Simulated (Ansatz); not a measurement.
# ZrC: changing the share of exact exchange

```xyz
2
Lattice="0.0000 2.5455 2.5455 2.5455 0.0000 2.5455 2.5455 2.5455 0.0000" Properties=species:S:1:pos:R:3 pbc="T T T"
Zr    2.5455    2.5455    2.5455
C     3.8183    3.8183    3.8183
```

The cell comes from a database or a generator and needn't be the stable form of this composition.

Kept alike: task single point; k mesh 5 × 5 × 5; occupations fermi-dirac, width 0.05 eV; no spin polarisation. Program: Ansatz, Ansatz PAW, cutoff 500 eV. The mesh is that of the run's cell of 2 atoms. No spin-orbit coupling.

| share of exact exchange, α | pressure (GPa) |
| --- | --- |
| 0 | 0.22 |
| 0.1 | ? |
| 0.15 | -0.68 |
| 0.25 | -1.24 |
| 0.35 | -1.78 |
| 0.5 | -2.53 |

The k mesh is coarse, so the values aren't converged. Pressure is positive in compression, with a Pulay correction for the finite cutoff. All rows use potentials made for PBE. The mesh is thin for exact exchange.

Question: Fit the rows shown and predict the run at 0.1.

Answer: A least-squares parabola through the rows shown is pressure = 1.396 α² - 6.198 α + 0.22 (largest miss 0.002); at α = 0.1 it gives -0.39 GPa. The run gave: pressure -0.39 GPa.
